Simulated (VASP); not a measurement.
Set up this calculation in VASP 6.6.1, as the native input.

| Item | Value |
| --- | --- |
| Task | relaxation of cell and atoms |
| Functional | PBEsol |
| Potentials or basis | VASP PAW PBE potentials, release 64 (Ba_sv, Zr_sv, O) |
| Cutoff | 600 eV |
| k mesh | 6 × 6 × 6 |
| Occupations | gaussian, width 0.03 eV |
| Spin | no spin polarisation |
| Further INCAR settings | ALGO = Normal; EDIFF = 1e-07; IBRION = 2; EDIFFG = -0.005; NSW = 90; ISIF = 3 |

The structure of BaZrO3 lies in POSCAR:

```
BaZrO3                                  
1.0
    4.1893659055     -0.0000000000      0.0000000000
    0.0000000000      4.1893659055     -0.0000000000
   -0.0000000000      0.0000000000      4.1893659055
  Ba              Zr              O             
     1     1     3
Direct
     0.5000000000000000    0.5000000000000000    0.5000000000000000
     0.0000000000000000    0.0000000000000000    0.0000000000000000
     0.5000000000000000    0.0000000000000000    0.0000000000000000
     0.0000000000000000    0.5000000000000000    0.0000000000000000
     0.0000000000000000    0.0000000000000000    0.5000000000000000
```

The cell was built by a generator and needn't be a form met in nature.

These files were run (other wordings do the same):

INCAR

```
PREC     = Accurate       # precision mode
ENCUT    = 600            # plane-wave cutoff, eV
EDIFF    = 1E-7           # SCF threshold, eV
ISMEAR   = 0              # smearing method
SIGMA    = 0.03           # smearing width, eV
LREAL    = F              # projectors in reciprocal space
LASPH    = T              # aspherical terms in the spheres
NELM     = 80             # most SCF steps
ALGO     = Normal         # electronic algorithm
ISIF     = 3              # what is computed and relaxed
LWAVE    = F              # write WAVECAR
LCHARG   = F              # write CHGCAR
GGA      = PS             # functional
IBRION   = 2              # ionic algorithm
NSW      = 90             # ionic steps
EDIFFG   = -0.005         # ionic threshold
```

KPOINTS

```
regular mesh
0
Gamma
  6 6 6
```

Potentials or basis: VASP PAW PBE potentials, release 64 (Ba_sv, Zr_sv, O).

The run is started by

```sh
$ cat potpaw_PBE.64/Ba_sv/POTCAR potpaw_PBE.64/Zr_sv/POTCAR potpaw_PBE.64/O/POTCAR > POTCAR
$ mpirun -np 1 vasp_std > vasp.out
```

Results of the run:

The pressure after relaxing is 0.0 GPa and the band gap on the k mesh is 3.11 eV, indirect (least direct gap 3.33 eV).

Caveat: the relaxation stopped at its first step, so nothing moved; the PAW data sets were made with another functional, which shifts forces and pressure a little; spin-orbit coupling is left out, which moves the levels of the heavy elements.

It took 47 s on 1 thread of Intel(R) Xeon(R) Platinum 8488C (Sapphire Rapids) (shared host), peak memory 0.23 GiB.
